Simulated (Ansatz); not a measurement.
Computed with DFT PBE, scalar-relativistic, plane waves, PAW in Ansatz. Settings: cutoff 420 eV, Γ-centred meshes spaced at most about 0.3 Å⁻¹, and about 0.25 Å⁻¹ or finer for metals (2π included), Gaussian smearing. No spin polarisation in the final relaxations.

All energies are static (0 K, no zero-point motion). All come from trial cells, and lower structures may exist.

Problem. Order these relaxed structures of Sn by energy, lowest first, with the energy over the lowest of them.
A.

```
Sn
1.0
    -1.67984    1.67984    2.47911
     1.67984   -1.67984    2.47911
     1.67984    1.67984   -2.47911
Sn
1
Cartesian
  0.0000 0.0000 2.4791
```

B.

```
Sn
1.0
     1.62483   -2.84930    0.00000
     1.62483    2.84930    0.00000
     0.00000    0.00000    3.06977
Sn
1
Direct
  0.50000 0.50000 0.50000
```

Solution. B (0 meV/atom), A (18 meV/atom). Forms: B Cmmm; A indium (bct) type, I4/mmm. Counting all near atoms (those within 1.25 times the shortest distance at each site): B has Sn 8; A has Sn 12.

Cells relaxed within their symmetry can be saddle points. The Cmmm cell of Sn came from shaking the I4/mmm one. The part of the Crystallography Open Database at hand lists Sn in space groups No. 15, 139, 141, 225, 227; sharing a group (I4/mmm) doesn't make a cell the listed structure. Some types were kept out of the candidates beforehand, so the set may lack a known form.
